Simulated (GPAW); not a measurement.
## How the form of the self-energy moves the gap of RbCl (Fm-3m)

Aim: compare treatments of exchange, screening and correlation for the gap of RbCl (Fm-3m).

Calculated with GPAW 26.7.0; PBE and many-body steps on it, plane waves.

The database entry behind the starting cell differs from later determinations by our own check (about 0.5 % short), so it need not match the best structure at ambient conditions.

### Step 1. The structure

Symmetry: Fm-3m, No. 225, cubic system. Conventional cell: a = 6.548 Å, b = 6.548 Å, c = 6.548 Å, α = 90.00°, β = 90.00°, γ = 90.00°. Nearest to Rb lie 6 Cl at 3.27 Å. Nearest to Cl lie 6 Rb at 3.27 Å. Farther neighbours and most contacts between anions are not listed.

As a file:

```xyz
2
Lattice="0.0000 3.2740 3.2740 3.2740 0.0000 3.2740 3.2740 3.2740 0.0000" Properties=species:S:1:pos:R:3 pbc="T T T"
Rb    0.0000    0.0000    0.0000
Cl    3.2740    3.2740    3.2740
```

The cell and positions come from the Crystallography Open Database and are kept as given unless a step says otherwise.

### Step 2. Empty states on the mesh, 4×4×4 mesh, 460 bands

This step: GPAW 26.7.0; DFT, PBE, plane waves, PAW.

The sums over transitions need many empty states on a uniform mesh; this step solves for them.

run.py reads:

```python
import json
import numpy as np
from gpaw.mpi import world
from gpaw import GPAW

calc = GPAW('gs.gpw').fixed_density(kpts={'size': (4, 4, 4), 'gamma': True},
    parallel={'domain': 1, 'band': 1},
    txt='nscf.txt')
calc.diagonalize_full_hamiltonian(nbands=460)
calc.write('full.gpw', mode='all')
res = {}
kpts = calc.get_ibz_k_points()
res['kpts'] = kpts
res['eigenvalues'] = [calc.get_eigenvalues(kpt=k) for k in range(len(kpts))]
res['n_electrons'] = calc.get_number_of_electrons()

if world.rank == 0:
    with open('result.json', 'w') as f:
        json.dump(res, f, default=lambda x: x.tolist())
```

Command:

```console
mpirun -n 4 gpaw python run.py
```

Numbers of over 12 decimals in the logs are rounded to 6 here.

The program printed:

```text
Diagonalizing LCAO Hamiltonian
Converting LCAO to pw mode
convergence criteria:
- Maximum integral of absolute [eigenst]ate change: 4e-08 eV^2 / valence electron
maximum number of iterations: 100

SCF iterations
|iter     |     time |      energy | eigst |  dens |
|iter:   1|  |             | +1.69 |       |
|iter:   2|  |             | +0.48 |       |
|iter:   3|  |             | -0.32 |       |
[...]
|iter:  12|  |             | -6.33 |       |
|iter:  13|  |             | -6.88 |       |
|iter:  14|  |             | -7.44c|       |
SCF steps: 14
  __  _  _
 | _ |_)|_||  |
 |__||  | ||/\| - 26.7.0

Input parameters:
  mode=PW(ecut=450.000000),
  convergence={'density': 1e-06, 'bands': -3},
  gpts=array([24, 24, 24]),
  kpts=MonkhorstPack(size=(4, 4, 4), gamma=True),
  maxiter=100,
  nbands=15,
  occupations=Occupations(name='fermi-dirac', width=0.001, fixmagmom=False),
  parallel={'domain': 1, 'band': 1},
  xc=XC(name='PBE')
Matrix size: 1523x1523
# Writing to full.gpw (mode='all')
  [... matrices ...]

timing:  # [seconds]
  Total: 7.402  # ━━━━━━━━━━━━━━━━━━━━━━━━━━━━━━━━━━━━━━━━━━━━━━━━━━━━━━━━━━━
```

Run time: 11 s. Hardware: 4 MPI ranks of Arm Neoverse V2, shared host; peak memory 1.4 GiB.

This step gave:

| Property | Result |
| --- | --- |
| gap | 5.051 eV |
| k of the valence top | 0, 0, 0 |
| k of the conduction bottom | 0, 0, 0 |
| least direct gap | 5.051 eV |
| k points computed | 8 |
| lowest point of the top converged band, above the valence top | 195.0137 eV |

On this mesh the gap is 5.051 eV.

### Step 3. G0W0, Godby-Needs plasmon pole

Now the one-shot GW correction: screening in the RPA, then the self-energy of the levels asked for.

This step: G0W0 on PBE, plane waves, PAW.

run.py reads:

```python
import json
import numpy as np
from gpaw.mpi import world
from gpaw.response.g0w0 import G0W0

gw = G0W0('full.gpw',
    filename='gw',
    kpts=[0],
    bands=(6, 10),
    ecut=120,
    nbands=209,
    integrate_gamma='WS',
    ppa=True)
gw.calculate()
res = {mode: {k: v for k, v in r.items() if k != 'sigma_eskwn'}
       for mode, r in gw.all_results.items()}

if world.rank == 0:
    with open('result.json', 'w') as f:
        json.dump(res, f, default=lambda x: x.tolist())
```

Command:

```console
mpirun -n 4 gpaw python run.py
```

The program printed:

```text
Using integrator: PointIntegrator
FrequencyGridDescriptor(from 0.000+0.000j to 0.000+27.211j eV, 2 points)
Nonperiodic BCs:  [False False False]
Using integrator: PointIntegrator
FrequencyGridDescriptor(from 0.000+0.000j to 0.000+27.211j eV, 2 points)
Nonperiodic BCs:  [False False False]
  ___  _ _ _
 |   || | | |
 | | || | | |
 |__ ||_____|
 |___|

BZ k-points: Symmetries present (total): 48

  [... matrices ...]
64 k-points: 4 x 4 x 4 Monkhorst-Pack grid + [1/8,1/8,1/8]
8 k-points in the irreducible part of the Brillouin zone
       k-points in crystal coordinates                weights
   0:     0.00000000    0.00000000    0.00000000          1/64
   1:     0.25000000    0.25000000    0.00000000          6/64
   2:     0.25000000    0.25000000    0.25000000          8/64
   3:     0.50000000    0.25000000   -0.25000000          6/64
   4:     0.50000000    0.25000000    0.25000000         12/64
   5:     0.50000000    0.50000000    0.00000000          3/64
   6:     0.50000000    0.50000000    0.25000000         24/64
   7:     0.50000000    0.50000000    0.50000000          4/64

Distributing spins, k-points and bands (1 x 1 x 4) over 4 processes
Number of blocks: 1

Quasi particle states:
k-points (IBZ indices): [0]
Band range: (6, 10)
  [... matrices ...]
Computational parameters:
Plane wave cut-off: 120 eV
Number of bands: 209
Coulomb cutoff: None
Broadening: 0.1 eV

fxc modes: GW
Kernel: RPA
Using Godby-Needs plasmon-pole approximation:
  Fitting energy: i*E0, E0 = 1.000 Hartree
Summing all q:

Calculating screened Coulomb potential
No Coulomb truncation
FrequencyGridDescriptor(from 0.000+0.000j to 0.000+27.211j eV, 2 points)
Removing empty qpoint cache files...

Calculating chi0 body with:
    Ground state adapter containing:
    Number of spins: 1
    Number of kpoints: 64
    Number of irreducible kpoints: 8
    Number of completely occupied states: 8
    Number of partially occupied states: 8
    Occupied states memory: 1.6875 M / cpu

    Linear response parametrization:
    q_c: [0.0, 0.0, 0.0]
    Number of frequency points: 2
    Planewave cutoff: 120.0
    Number of bands: 209
    Number of planewaves: 181
    Broadening (eta): 1e-06
    comm.size: 4
    kncomm.size: 4
    blockcomm.size: 1

    Memory estimate of potentially large arrays:
        chi0_wGG: 0.999786 M / cpu
Integrating chi0 body.

Symmetries of q_c:
    Direct symmetries (Uq -> q): 48
    Indirect symmetries (TUq -> q): 0
In total 48 allowed symmetries.

  [... matrices ...]
8 groups of equivalent kpoints. 87.5% reduction.

Integral kind: response function
Integrating chi0 head and wings.

Symmetries of q_c:
    Direct symmetries (Uq -> q): 48
    Indirect symmetries (TUq -> q): 0
In total 48 allowed symmetries.

  [... matrices ...]
8 groups of equivalent kpoints. 87.5% reduction.

Integral kind: response function wings

Calculating chi0 body with:
    Ground state adapter containing:
    Number of spins: 1
    Number of kpoints: 64
    Number of irreducible kpoints: 8
    Number of completely occupied states: 8
    Number of partially occupied states: 8
    Occupied states memory: 1.6875 M / cpu

    Linear response parametrization:
[... the further q-points ...]

Results:
f:      Occupation numbers
eps:     KS-eigenvalues [eV]
vxc:     KS vxc [eV]
exx:     Exact exchange [eV]
sigma:   Self-energies [eV]
dsigma:  Self-energy derivatives
Z:       Renormalization factors
qp:      QP-energies [eV]

k-point 0 (0): (0.000, 0.000, 0.000)                GW
band       f     eps     vxc     exx   sigma  dsigma       Z      qp
                                                                   GW
   6   1.000  -0.142 -16.253 -20.674   1.944  -0.263   0.792  -2.103
   7   1.000  -0.142 -16.253 -20.674   1.944  -0.263   0.792  -2.103
   8   0.000   4.909  -7.770  -4.173  -2.876  -0.135   0.881   5.545
   9   0.000   7.853  -8.291  -3.953  -2.948  -0.136   0.880   9.077
```

Run time: 40 s. Hardware: 4 MPI ranks; peak memory 1.3 GiB; 2.6 min of CPU time.

Numbers from this step:

* G0W0 gap on the points computed: 7.648 eV
* least direct G0W0 gap on the computed points: 7.648 eV
* Z at the valence top: 0.7918
* Z at the conduction bottom: 0.8809
* starting gap on the mesh: 5.051 eV
* k of the valence top: 0, 0, 0
* k of the conduction bottom: 0, 0, 0

The gap on the mesh goes from 5.05 eV to 7.65 eV, a correction of +2.60 eV.

### Step 4. One-shot HSE06

This step: one-shot HSE06 levels on PBE orbitals, plane waves, PAW.

run.py reads:

```python
import json
import numpy as np
from gpaw.mpi import world
from gpaw.hybrids.eigenvalues import non_self_consistent_eigenvalues

dft, vxc, vxc_hyb = non_self_consistent_eigenvalues('full.gpw', 'HSE06', 6, 10, kpt_indices=[0])
res = {'dft': dft[0], 'hybrid': (dft - vxc + vxc_hyb)[0]}
if world.rank == 0:
    with open('hybrid.txt', 'w') as f:
        for k, e0, e1 in zip([0], res['dft'], res['hybrid']):
            print(k, ' '.join(f'{x:9.4f}' for x in e0), '|', ' '.join(f'{x:9.4f}' for x in e1), file=f)

if world.rank == 0:
    with open('result.json', 'w') as f:
        json.dump(res, f, default=lambda x: x.tolist())
```

Command:

```console
mpirun -n 4 gpaw python run.py
```

The program printed:

```text
IBZ(<points: 8, symmetries: 48>)
Occupied bands: 8
Transforming wave functions from IBZ to BZ: 0.016 seconds
Distributing wave functions and iFFT-ing to real space: 0.089 seconds
Calculating eigenvalues:
  k-points: 1
  Bands: 6-9 (inclusive)
  Seconds: 0.142 (wave-function broadcasting: 0.003 seconds)
HSE06-eigenvalue shifts:
  min: -1.036 eV
  ave: -0.357 eV
  max: 0.404 eV
```

It took 2.6 s on 4 MPI ranks; peak memory 0.78 GiB.

Numbers from this step:

```yaml
starting_gap_on_the_mesh: 5.051 eV
hybrid_gap_on_the_mesh: 6.325 eV
least_direct_hybrid_gap_on_the_computed_points: 6.325 eV
```

### Step 5. G0W0, extrapolated in the cutoff

This step: G0W0 on PBE, plane waves, PAW.

run.py reads:

```python
import json
import numpy as np
from gpaw.mpi import world
from gpaw.response.g0w0 import G0W0

gw = G0W0('full.gpw',
    filename='gw',
    kpts=[0],
    bands=(6, 10),
    ecut=200.0,
    integrate_gamma='WS',
    ppa=True,
    ecut_extrapolation=True)
gw.calculate()
res = {mode: {k: v for k, v in r.items() if k != 'sigma_eskwn'}
       for mode, r in gw.all_results.items()}

if world.rank == 0:
    with open('result.json', 'w') as f:
        json.dump(res, f, default=lambda x: x.tolist())
```

Command:

```console
mpirun -n 4 gpaw python run.py
```

The program printed:

```text
Using integrator: PointIntegrator
FrequencyGridDescriptor(from 0.000+0.000j to 0.000+27.211j eV, 2 points)
Nonperiodic BCs:  [False False False]
Using integrator: PointIntegrator
FrequencyGridDescriptor(from 0.000+0.000j to 0.000+27.211j eV, 2 points)
Nonperiodic BCs:  [False False False]
  ___  _ _ _
 |   || | | |
 | | || | | |
 |__ ||_____|
 |___|

BZ k-points: Symmetries present (total): 48

  [... matrices ...]
64 k-points: 4 x 4 x 4 Monkhorst-Pack grid + [1/8,1/8,1/8]
8 k-points in the irreducible part of the Brillouin zone
       k-points in crystal coordinates                weights
   0:     0.00000000    0.00000000    0.00000000          1/64
   1:     0.25000000    0.25000000    0.00000000          6/64
   2:     0.25000000    0.25000000    0.25000000          8/64
[...]
6:     0.50000000    0.50000000    0.25000000         24/64
   7:     0.50000000    0.50000000    0.50000000          4/64

Distributing spins, k-points and bands (1 x 1 x 4) over 4 processes
Number of blocks: 1

Quasi particle states:
k-points (IBZ indices): [0]
Band range: (6, 10)
  [... matrices ...]
Computational parameters:
Extrapolating to infinite plane wave cut-off using points at:
  172.355 eV
  184.896 eV
  200.000 eV
Number of bands: 450
Coulomb cutoff: None
Broadening: 0.1 eV

fxc modes: GW
Kernel: RPA
Using Godby-Needs plasmon-pole approximation:
  Fitting energy: i*E0, E0 = 1.000 Hartree
Summing all q:

Calculating screened Coulomb potential
No Coulomb truncation
FrequencyGridDescriptor(from 0.000+0.000j to 0.000+27.211j eV, 2 points)
Removing empty qpoint cache files...

Calculating chi0 body with:
    Ground state adapter containing:
    Number of spins: 1
    Number of kpoints: 64
    Number of irreducible kpoints: 8
[...]
Linear response parametrization:
    q_c: [0.0, 0.0, 0.0]
    Number of frequency points: 2
    Planewave cutoff: 200.0
    Number of bands: 450
    Number of planewaves: 459
    Broadening (eta): 1e-06
    comm.size: 4
    kncomm.size: 4
    blockcomm.size: 1

    Memory estimate of potentially large arrays:
        chi0_wGG: 6.429474 M / cpu
Integrating chi0 body.

Symmetries of q_c:
    Direct symmetries (Uq -> q): 48
    Indirect symmetries (TUq -> q): 0
In total 48 allowed symmetries.

  [... matrices ...]
8 groups of equivalent kpoints. 87.5% reduction.

Integral kind: response function
Integrating chi0 head and wings.

Symmetries of q_c:
    Direct symmetries (Uq -> q): 48
    Indirect symmetries (TUq -> q): 0
In total 48 allowed symmetries.

  [... matrices ...]
8 groups of equivalent kpoints. 87.5% reduction.

Integral kind: response function wings

Calculating chi0 body with:
    Ground state adapter containing:
    Number of spins: 1
    Number of kpoints: 64
    Number of irreducible kpoints: 8
    Number of completely occupied states: 8
    Number of partially occupied states: 8
    Occupied states memory: 1.6875 M / cpu

    Linear response parametrization:
[... the further q-points ...]
Extrapolating selfenergy to infinite energy cutoff:
  Performing linear fit to 3 points
  Warning: Bad quality of linear fit for some (n,k).
           Higher cutoff might be necessary.
  Minimum R^2 = 0.8163. (R^2 Should be close to 1)
  [... matrices ...]
Results:
f:      Occupation numbers
eps:     KS-eigenvalues [eV]
vxc:     KS vxc [eV]
exx:     Exact exchange [eV]
sigma:   Self-energies [eV]
dsigma:  Self-energy derivatives
Z:       Renormalization factors
qp:      QP-energies [eV]

k-point 0 (0): (0.000, 0.000, 0.000)                GW
band       f     eps     vxc     exx   sigma  dsigma       Z      qp
                                                                   GW
   6   1.000  -0.142 -16.253 -20.674   1.504  -0.271   0.787  -2.437
   7   1.000  -0.142 -16.253 -20.674   1.504  -0.270   0.787  -2.438
   8   0.000   4.909  -7.770  -4.173  -2.990  -0.136   0.880   5.444
   9   0.000   7.853  -8.291  -3.953  -3.055  -0.127   0.888   8.992
```

Run time: 6.6 min. Hardware: 4 MPI ranks; peak memory 1.8 GiB.

Numbers from this step:

* quasiparticle gap on the points computed: 7.881 eV
* least direct quasiparticle gap on the computed points: 7.881 eV
* Z at the valence top: 0.7870
* Z at the conduction bottom: 0.8802
* starting gap on the mesh: 5.051 eV
* k of the valence top: 0, 0, 0
* k of the conduction bottom: 0, 0, 0
* gaps at the cutoffs of the extrapolation: 7.740, 7.755, 7.768 eV

Against G0W0 in GPAW (4×4×4 mesh, 209 bands, screening to 120 eV, Godby-Needs plasmon pole), the gap moves by +0.234 eV.

### Step 6. One-shot Hartree-Fock

This step: one-shot Hartree-Fock levels on PBE orbitals, plane waves, PAW.

run.py reads:

```python
import json
import numpy as np
from gpaw.mpi import world
from gpaw.hybrids.eigenvalues import non_self_consistent_eigenvalues

dft, vxc, vxc_hyb = non_self_consistent_eigenvalues('full.gpw', 'EXX', 6, 10, kpt_indices=[0])
res = {'dft': dft[0], 'hybrid': (dft - vxc + vxc_hyb)[0]}
if world.rank == 0:
    with open('hybrid.txt', 'w') as f:
        for k, e0, e1 in zip([0], res['dft'], res['hybrid']):
            print(k, ' '.join(f'{x:9.4f}' for x in e0), '|', ' '.join(f'{x:9.4f}' for x in e1), file=f)

if world.rank == 0:
    with open('result.json', 'w') as f:
        json.dump(res, f, default=lambda x: x.tolist())
```

Command:

```console
mpirun -n 4 gpaw python run.py
```

The program printed:

```text
IBZ(<points: 8, symmetries: 48>)
Occupied bands: 8
Transforming wave functions from IBZ to BZ: 0.016 seconds
Distributing wave functions and iFFT-ing to real space: 0.085 seconds
Calculating eigenvalues:
  k-points: 1
  Bands: 6-9 (inclusive)
  Seconds: 0.234 (wave-function broadcasting: 0.003 seconds)
HSE06-eigenvalue shifts:
  min: -4.420 eV
  ave: -0.226 eV
  max: 4.338 eV
```

Run time: 2.6 s. Hardware: 4 MPI ranks; peak memory 0.74 GiB.

This step gave:

```
starting gap on the mesh                       : 5.051 eV
hybrid gap on the mesh                         : 13.07 eV
least direct hybrid gap on the computed points : 13.07 eV
```

### Step 7. G0W0, full frequency, Hilbert transform

This step: G0W0 on PBE, plane waves, PAW.

run.py reads:

```python
import json
import numpy as np
from gpaw.mpi import world
from gpaw.response.g0w0 import G0W0

gw = G0W0('full.gpw',
    filename='gw',
    kpts=[0],
    bands=(6, 10),
    ecut=120,
    nbands=209,
    integrate_gamma='WS',
    frequencies={'type': 'nonlinear', 'domega0': 0.1, 'omega2': 15.0},
    eta=0.1,
    nblocksmax=True)
gw.calculate()
res = {mode: {k: v for k, v in r.items() if k != 'sigma_eskwn'}
       for mode, r in gw.all_results.items()}

if world.rank == 0:
    with open('result.json', 'w') as f:
        json.dump(res, f, default=lambda x: x.tolist())
```

Command:

```console
mpirun -n 4 gpaw python run.py
```

The program printed:

```text
Using integrator: PointIntegrator
NonLinearFrequencyDescriptor(from 0.000 to 143.106 eV, 290 points)
Nonperiodic BCs:  [False False False]
Using integrator: PointIntegrator
NonLinearFrequencyDescriptor(from 0.000 to 143.106 eV, 290 points)
Nonperiodic BCs:  [False False False]
  ___  _ _ _
 |   || | | |
 | | || | | |
 |__ ||_____|
 |___|

BZ k-points: Symmetries present (total): 48

  [... matrices ...]
64 k-points: 4 x 4 x 4 Monkhorst-Pack grid + [1/8,1/8,1/8]
8 k-points in the irreducible part of the Brillouin zone
       k-points in crystal coordinates                weights
[...]
Results:
f:      Occupation numbers
eps:     KS-eigenvalues [eV]
vxc:     KS vxc [eV]
exx:     Exact exchange [eV]
sigma:   Self-energies [eV]
dsigma:  Self-energy derivatives
Z:       Renormalization factors
qp:      QP-energies [eV]

k-point 0 (0): (0.000, 0.000, 0.000)                GW
band       f     eps     vxc     exx   sigma  dsigma       Z      qp
                                                                   GW
   6   1.000  -0.142 -16.253 -20.674   1.904  -0.218   0.821  -2.208
   7   1.000  -0.142 -16.253 -20.674   1.904  -0.218   0.821  -2.208
   8   0.000   4.909  -7.770  -4.173  -2.850  -0.140   0.877   5.564
   9   0.000   7.853  -8.291  -3.953  -2.923  -0.151   0.869   9.082
```

Run time: 86 s. Hardware: 4 MPI ranks; peak memory 2 GiB.

This step gave:

```yaml
g0w0_gap_on_the_points_computed: 7.772 eV
least_direct_g0w0_gap_on_the_computed_points: 7.772 eV
starting_gap_on_the_mesh: 5.051 eV
k_of_the_valence_top: 0, 0, 0
k_of_the_conduction_bottom: 0, 0, 0
```

Against G0W0 in GPAW (4×4×4 mesh, 209 bands, screening to 120 eV, Godby-Needs plasmon pole), the gap moves by +0.124 eV.

### Step 8. Side by side

Times are wall times on 4 MPI ranks of Arm Neoverse V2, shared host, good to a factor of about two.

```
                                    run   mesh  bands  screening cutoff (eV)  DFT gap (eV)  gap on the mesh (eV)  direct (eV)     time
         G0W0, Godby-Needs plasmon pole  4×4×4    209                    120         5.051                 7.648        7.648     40 s
                         one-shot HSE06  4×4×4      -                      -         5.051                 6.325        6.325    2.6 s
       G0W0, extrapolated in the cutoff  4×4×4      -                    200         5.051                 7.881        7.881  6.6 min
                  one-shot Hartree-Fock  4×4×4      -                      -         5.051                13.069       13.069    2.6 s
G0W0, full frequency, Hilbert transform  4×4×4    209                    120         5.051                 7.772        7.772     86 s
```

### Step 9. Results

```
G0W0, Godby-Needs plasmon pole          : 7.648 eV
one-shot HSE06                          : 6.325 eV
G0W0, extrapolated in the cutoff        : 7.881 eV
one-shot Hartree-Fock                   : 13.069 eV
G0W0, full frequency, Hilbert transform : 7.772 eV
known limits                            : not at the basis limit; no spin-orbit coupling
```

One-shot HSE06: −1.322 eV against G0W0, Godby-Needs plasmon pole. G0W0, extrapolated in the cutoff: +0.234 eV against G0W0, Godby-Needs plasmon pole, at other bands or cutoff, so not like for like. One-shot Hartree-Fock: +5.421 eV against G0W0, Godby-Needs plasmon pole. G0W0, full frequency, Hilbert transform: +0.124 eV against G0W0, Godby-Needs plasmon pole. Bare exchange alone opens the gap to 13.07 eV; against G0W0, correlation takes back 5.42 eV. One-shot hybrid levels are evaluated on the PBE orbitals. Bands and cutoff are finite, so the gap is not at the basis limit. The miss can reach some tenths of an eV and take either sign; the mesh is an error of its own. These stock PAW sets were not made for GW. In the G0W0 runs levels were corrected at 1 k point alone, so a gap called «on the mesh» is the least over those, and an edge elsewhere would be missed. The program warns of a poor linear fit in the extrapolation of some level, so the extrapolated values are rough. The many-body steps are scalar-relativistic: spin-orbit coupling is not in them.

[Paths, hosts, dates, memory and timing lines, banners, echoed tables and standing remarks are left out of the program output.]

[Logs are printed without paths, hosts, clocks, repeated set-up lines and the standing remarks that a program may print on its own settings, such as how far it seeks lower states.]

[Runs of the session that timed out or met a known fault of the program may be left out.]

[Hosts, paths, dates, database ids (printed as entryN), source tags and the programs' standing remarks are cut or masked in the printed files.]
